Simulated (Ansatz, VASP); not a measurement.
## BN in VASP and in Ansatz

The input INCAR:

```
SYSTEM = BN
PREC = Accurate ; ENCUT = 520
EDIFF = 1E-6 ; ISMEAR = -1
SIGMA = 0.02 ; LREAL = .False.
LASPH = .True. ; NELM = 80
ALGO = Normal ; ISIF = 2
LWAVE = .False. ; LCHARG = .False.
GGA = PE ; NBANDS = 16
```

File KPOINTS:

```
Automatic mesh
0
Gamma
  11 11 4
  0 0 0
```

POSCAR

```
BN
1.0
    2.5039917043      0.0250399170      0.0250399170
   -1.2303106479      2.1560004683      0.0091652458
    0.0666120000      0.0666120000      6.6612000000
B N
2 2
Direct
    0.3333333333      0.6666666667      0.2500000000
    0.6666666667      0.3333333333      0.7500000000
    0.3333333333      0.6666666667      0.7500000000
    0.6666666667      0.3333333333      0.2500000000
```

Input for Ansatz:

```yaml
crystal:
  lattice:
    - [2.5039917043, 0.025039917, 0.025039917]
    - [-1.2303106479, 2.1560004683, 0.0091652458]
    - [0.066612, 0.066612, 6.6612]
  atoms:
    - { symbol: B, position: [0.3333333333, 0.6666666667, 0.25] }
    - { symbol: B, position: [0.6666666667, 0.3333333333, 0.75] }
    - { symbol: "N", position: [0.3333333333, 0.6666666667, 0.75] }
    - { symbol: "N", position: [0.6666666667, 0.3333333333, 0.25] }
kpoints:
  mp_grid: { grid: [11, 11, 4] }
  band_path:
    path:
      - [0.0, 0.0, 0.0]
      - [0.0, -0.5, 0.0]
      - [0.0, 0.0, 0.5]
      - [0.0, 0.0, 0.0]
      - [-0.5, 0.0, 0.0]
      - [-0.5, 0.5, -0.5]
      - [0.0, 0.0, 0.0]
      - [-0.5, 0.0, -0.5]
      - [-0.5, 0.5, 0.0]
    npoints: 5
scf:
  occupations: { method: fermi_dirac, width: 0.02 }
hamiltonian:
  xc: pbe
  pseudopotentials: { kind: all_electron, lapw: { basis_error: 0.001 } }
output:
  forces: true
  stress: true
  eigenvalues: true
```

Change from the starting cell: equal xy, yz and zx shear strains of +2 %.

Alike in both runs: task single point; functional PBE; k mesh 11 × 11 × 4; occupations fermi-dirac, width 0.02 eV; no spin polarisation.

|  | VASP | Ansatz |
| --- | --- | --- |
| version | VASP 6.6.1 | Ansatz 0.2.0 |
| potentials or method | VASP PAW PBE potentials, release 64 (B, N) | all-electron LAPW, scalar-relativistic |
| plane-wave cutoff (eV) | 520 | see its input |

```tsv
	VASP	Ansatz	Ansatz less VASP
gap on the k mesh at the Fermi level (eV)	4.25	4.25	0.000
pressure (GPa)	3.5	3.4	-0.11
largest component of the traceless stress (GPa)	7.53	7.51	-0.019
rms of the force components (eV/Å)	0.147	0.146	-0.0006
```

Atom by atom the forces differ by 0.001 eV/Å (rms over components). Ansatz ran all-electron here, so the differences hold the error of VASP's frozen core and of both bases.

Caveats: an odd mesh through Γ misses points on the zone boundary, where band edges often lie.
